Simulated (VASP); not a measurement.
# Ir (Fm-3m) in VASP: a series of runs, part 2 of 2

VASP 6.6.1. Earlier steps stand in the parts before.

## Step 4: Single point, LDA, spin-orbit coupling, no magnetisation

File INCAR:

```
SYSTEM = Ir
PREC = Accurate
ENCUT = 600
EDIFF = 1E-7
ISMEAR = 1
SIGMA = 0.2
LREAL = .False.
LASPH = .True.
NELM = 60
ALGO = Normal
ISIF = 2
LWAVE = .False.
LCHARG = .False.
LNONCOLLINEAR = .True.
MAGMOM = 0 0 0
LORBIT = 11
LSORBIT = .True.
GGA_COMPAT = .False.
LMAXMIX = 4
NBANDS = 28
```

File KPOINTS:

```
regular mesh
0
Gamma
  9 9 9
  0 0 0
```

File POSCAR:

```
Ir
1.0
    0.0000000000      1.9156000000      1.9156000000
    1.9156000000      0.0000000000      1.9156000000
    1.9156000000      1.9156000000      0.0000000000
Ir
1
Cartesian
    0.0000000000      0.0000000000      0.0000000000
```

Potentials or basis: VASP PAW LDA potentials, release 64 (Ir_sv_GW).

Command:

```sh
$ cat potpaw_LDA.64/Ir_sv_GW/POTCAR > POTCAR
$ mpirun -np 1 vasp_ncl > vasp.out
```

OUTCAR:

```text
SYSTEM = Ir
   PREC = Accurate
   ENCUT = 600
   EDIFF = 1E-7
   ISMEAR = 1
   LREAL = .False.
   LASPH = .True.
   NELM = 60
   ISIF = 2
   LNONCOLLINEAR = .True.
   LORBIT = 11
   LSORBIT = .True.

 ion  position               nearest neighbor table
   1  0.000  0.000  0.000-

  LATTYP: Found a face centered cubic cell.
 ALAT       =     3.8312000000

  Lattice vectors:

 A1 = (   0.0000000000,   1.9156000000,   1.9156000000)
 A2 = (   1.9156000000,   0.0000000000,   1.9156000000)
 A3 = (   1.9156000000,   1.9156000000,   0.0000000000)

Analysis of symmetry for initial positions (statically):
=====================================================================
 Subroutine PRICEL returns:
 Original cell was already a primitive cell.

 Routine SETGRP: Setting up the symmetry group for a
 face centered cubic supercell.

 Subroutine GETGRP returns: Found 48 space group operations
 (whereof 48 operations were pure point group operations)
 out of a pool of 48 trial point group operations.

The static configuration has the point symmetry O_h .

Analysis of symmetry for dynamics (positions and initial velocities):
=====================================================================
 Subroutine PRICEL returns:
 Original cell was already a primitive cell.

 Routine SETGRP: Setting up the symmetry group for a
 face centered cubic supercell.

 Subroutine GETGRP returns: Found 48 space group operations
 (whereof 48 operations were pure point group operations)
 out of a pool of 48 trial point group operations.
[... 169 lines left out ...]
 cond. band min:      12.8435628147   @ k =  -0.3333   0.3333   0.0000
 fundamental gap:      0.0923463918
 Fermi energy:        12.7785676507

 k-point     1 :       0.0000    0.0000    0.0000
  band No.  band energies     occupation
      1     -79.7940      1.00000
      2     -79.7940      1.00000
      3     -44.9867      1.00000
      4     -44.9867      1.00000
      5     -32.5961      1.00000
      6     -32.5961      1.00000
[... 733 lines left out ...]
     27      33.9484      0.00000
     28      33.9484      0.00000

 [... further k-points ...]

------------------------ aborting loop because EDIFF is reached ----------------------------------------

  FORCE on cell =-STRESS in cart. coord.  units (eV):
  Direction    XX          YY          ZZ          XY          YZ          ZX
  --------------------------------------------------------------------------------------
  -------------------------------------------------------------------------------------
  Total       -0.3793524     -0.3793524     -0.3793524      0.0000000      0.0000000      0.0000000
  in kB      -43.2323538    -43.2323538    -43.2323538      0.0000000      0.0000000      0.0000000
  external PRESSURE =     -43.2323538 kB  Pullay stress =       0.0000000 kB

 VOLUME and BASIS-vectors are now :
 -----------------------------------------------------------------------------
  energy-cutoff  :      600.00
  volume of cell :       14.06
      direct lattice vectors                 reciprocal lattice vectors
     0.000000000  1.915600000  1.915600000    -0.261014826  0.261014826  0.261014826
     1.915600000  0.000000000  1.915600000     0.261014826 -0.261014826  0.261014826
     1.915600000  1.915600000  0.000000000     0.261014826  0.261014826 -0.261014826

 POSITION                                       TOTAL-FORCE (eV/Angst)
 -----------------------------------------------------------------------------------
      0.00000      0.00000      0.00000         0.000000      0.000000     -0.000000
 -----------------------------------------------------------------------------------
    total drift:                                0.000000     -0.000000     -0.000000

  FREE ENERGIE OF THE ION-ELECTRON SYSTEM (eV)
  ---------------------------------------------------
  free  energy   TOTEN  =       -12.9931084851 eV

  energy  without entropy=      -12.9940622982  energy(sigma->0) =      -12.99342642

 Spin-Orbit-Coupling matrix elements

 Ion:    1  E_soc:     -4.0965408
 l=   1
     0.0000000    -0.5991863    -0.5991863
    -0.5991863     0.0000000    -0.5991863
    -0.5991863    -0.5991863     0.0000000
 l=   2
     0.0000000    -0.0131444     0.0000000    -0.0131444    -0.0704165
    -0.0131444     0.0000000    -0.0528124    -0.0131444    -0.0176041
     0.0000000    -0.0528124     0.0000000    -0.0528124     0.0000000
    -0.0131444    -0.0131444    -0.0528124     0.0000000    -0.0176041
    -0.0704165    -0.0176041     0.0000000    -0.0176041     0.0000000
 l=   3
     0.0000000    -0.0000014     0.0000000     0.0000000     0.0000000    -0.0000008    -0.0000048
    -0.0000014     0.0000000    -0.0000024     0.0000000    -0.0000024    -0.0000038    -0.0000014
     0.0000000    -0.0000024     0.0000000    -0.0000027    -0.0000009    -0.0000022     0.0000000
     0.0000000     0.0000000    -0.0000027     0.0000000    -0.0000027     0.0000000     0.0000000
     0.0000000    -0.0000024    -0.0000009    -0.0000027     0.0000000    -0.0000022     0.0000000
    -0.0000008    -0.0000038    -0.0000022     0.0000000    -0.0000022     0.0000000    -0.0000008
    -0.0000048    -0.0000014     0.0000000     0.0000000     0.0000000    -0.0000008     0.0000000

 total charge

# of ion       s       p       d       f       tot
--------------------------------------------------
    1        3.868   6.131   6.317   0.026  16.341

 magnetization (x)

# of ion       s       p       d       f       tot
--------------------------------------------------
    1        0.000  -0.000   0.000  -0.000   0.000

 magnetization (y)

# of ion       s       p       d       f       tot
--------------------------------------------------
    1        0.000   0.000   0.000   0.000   0.000

 magnetization (z)

# of ion       s       p       d       f       tot
--------------------------------------------------
    1        0.000  -0.000   0.000  -0.000   0.000
```

Run time: 16 s. Hardware: 1 thread of Intel Xeon 6975P-C (Granite Rapids), shared host; peak memory 0.2 GiB.

What came out:

| Item | Value |
| --- | --- |
| Free energy | -12.9931 eV |
| Pressure | -4.3 GPa |
| Valence electrons inside the program's atomic spheres | Ir 16.34 |

## Step 5: Relaxation of the atoms, PW91, collinear spin, random start (cell strained at random at fixed volume)

File run.py:

```python
from ase.calculators.vasp import Vasp
from ase.io import read
from ase.optimize import BFGS

atoms = read('Ir.xyz')
atoms.set_initial_magnetic_moments([-0.03])
calc = Vasp(
    directory='calc',
    pp='PBE',
    setups='recommended',
    prec='Accurate',
    encut=520,
    ediff=1e-06,
    ismear=0,
    sigma=0.01,
    lreal=False,
    lasph=False,
    nelm=80,
    algo='Normal',
    isif=2,
    lwave=False,
    lcharg=False,
    ispin=2,
    lorbit=11,
    lmaxmix=4,
    gga='91',
    maxmix=5,
    kpts=[12, 12, 12],
    gamma=True,
)
atoms.calc = calc
opt = BFGS(atoms, trajectory='relax.traj')
converged = opt.run(fmax=0.02, steps=40)
print('converged:', converged)

print('energy (eV):', atoms.get_potential_energy())
print('free energy (eV):', atoms.get_potential_energy(force_consistent=True))
print('forces (eV/A):')
print(atoms.get_forces())
print('stress (eV/A^3, Voigt):', atoms.get_stress())
print('Fermi level (eV):', calc.get_fermi_level())
print('moment (muB):', atoms.get_magnetic_moment())
print('site moments (muB):', atoms.get_magnetic_moments())
print('cell (A, degrees):', atoms.cell.cellpar())
print('volume (A^3):', atoms.get_volume())
print('scaled positions:')
print(atoms.get_scaled_positions())
```

File Ir.xyz:

```xyz
1
Lattice="-0.0444360000 1.8998430000 1.9321520000 1.9025140000 -0.0273490000 1.9150660000 1.8895220000 1.8697640000 -0.0143570000" Properties=species:S:1:pos:R:3 pbc="T T T"
Ir    -0.0028177869      0.0231478390      0.0077536797
```

Potentials or basis: VASP PAW PBE potentials, release 64 (Ir).

Command:

```sh
$ python run.py
```

The log of the run:

```text
Step     Time          Energy          fmax
BFGS:    0 --:--:--       -8.777558        0.000000
converged: True
energy (eV): -8.77754572
free energy (eV): -8.77755771
forces (eV/A):
[[ 0.  0. -0.]]
stress (eV/A^3, Voigt): [-0.09962598 -0.12499257 -0.07802184  0.00324968 -0.03124893 -0.0614919 ]
Fermi level (eV): 10.60128681
moment (muB): -0.0001026
site moments (muB): [-0.]
cell (A, degrees): [ 2.71009028  2.69958983  2.65829211 60.66102041 61.47282308 60.84974452]
volume (A^3): 14.058682031435506
scaled positions:
[[0.008711 0.995286 0.00346 ]]
```

OUTCAR:

```text
ENCUT = 520.000000
   EDIFF = 1.00e-06
   GGA = 91
   PREC = Accurate
   ISIF = 2
   ISMEAR = 0
   ISPIN = 2
   LORBIT = 11
   NELM = 80
   LASPH = .FALSE.
   LREAL = .FALSE.

 ion  position               nearest neighbor table
[... 775 lines left out ...]

  FREE ENERGIE OF THE ION-ELECTRON SYSTEM (eV)
  ---------------------------------------------------
  free  energy   TOTEN  =        -8.7775577099 eV

  energy  without entropy=       -8.7775337293  energy(sigma->0) =       -8.77754572

 total charge

# of ion       s       p       d       tot
------------------------------------------
    1        0.679   0.744   7.022   8.445

 magnetization (x)

# of ion       s       p       d       tot
------------------------------------------
    1       -0.000  -0.000  -0.000  -0.000
```

INCAR:

```text
ENCUT = 520.000000
SIGMA = 0.010000
EDIFF = 1.00e-06
ALGO = Normal
GGA = 91
PREC = Accurate
ISIF = 2
ISMEAR = 0
ISPIN = 2
LMAXMIX = 4
LORBIT = 11
MAXMIX = 5
NELM = 80
LASPH = .FALSE.
LCHARG = .FALSE.
LWAVE = .FALSE.
LREAL = .FALSE.
MAGMOM = 1*-0.0300
```

Run time: 63 s. Hardware: 1 thread of Intel Xeon 6975P-C (Granite Rapids), shared host; peak memory 0.27 GiB.

What came out:

* Free energy: -8.7776 eV
* Pressure after relaxing: 16.2 GPa
* Band gap on the k mesh: none (metal or under the smearing width)
* Net moment: 0.00 μB per cell
* Valence electrons inside the program's atomic spheres: Ir 8.45

Stress tensor (GPa, compression positive):
```
15.96  9.85  5.01
 9.85 20.03 -0.52
 5.01 -0.52 12.50
```

Final structure:
```cif
data_structure
_symmetry_space_group_name_H-M 'P 1'
_symmetry_Int_Tables_number 1
_cell_length_a 2.7101
_cell_length_b 2.6996
_cell_length_c 2.6583
_cell_angle_alpha 60.661
_cell_angle_beta 61.473
_cell_angle_gamma 60.850
_cell_volume 14.06
loop_
_atom_site_label
_atom_site_type_symbol
_atom_site_fract_x
_atom_site_fract_y
_atom_site_fract_z
_atom_site_occupancy
Ir1 Ir 0.00871 0.99529 0.00346 1
```

Caveat: the relaxation stopped at its first step, so nothing moved; the PAW data sets were made with another functional, which shifts forces and pressure a little. Spin-orbit coupling is left out, which matters for the levels of Ir.

## Step 6: For comparison

An earlier run on the cell as given: functional PBE; potentials or basis VASP PAW PBE potentials, release 64 (Ir); cutoff 520 eV; k mesh 12 × 12 × 12; occupations fermi-dirac, width 0.05 eV; no spin polarisation.

* Pressure: 11.8 GPa
* Band gap on the k mesh: none (metal or under the smearing width)

## Step 7: Overview

```tsv
task	level	potentials or basis	spin	cell	k mesh	cutoff (eV)	smearing	optimiser	other keys	gap on the mesh (eV)	pressure (GPa)
single point	PBE	VASP PAW PBE potentials, release 64 (Ir)	off	as given	12 × 12 × 12	520	gaussian 0.05 eV	-	-	none	11.8
single point	LDA	VASP PAW LDA potentials, release 64 (Ir_sv_GW)	SOC, no magnetisation	as given	9 × 9 × 9	600	methfessel-paxton 0.2 eV	-	-	-	-4.3
relaxation of the atoms	PW91	VASP PAW PBE potentials, release 64 (Ir)	collinear, random start	atoms relaxed from: cell strained at random at fixed volume	12 × 12 × 12	520	gaussian 0.01 eV	BFGS	LASPH = no; MAXMIX = 5	none	16.2
single point	PBE	VASP PAW PBE potentials, release 64 (Ir)	off	as given	12 × 12 × 12	520	fermi-dirac 0.05 eV	-	-	none	11.8
```

Caveats: the relaxation stopped at its first step, so nothing moved (some runs); the PAW data sets were made with another functional, which shifts forces and pressure a little (some runs).

Absolute energies hang on the potentials; compare differences alone.
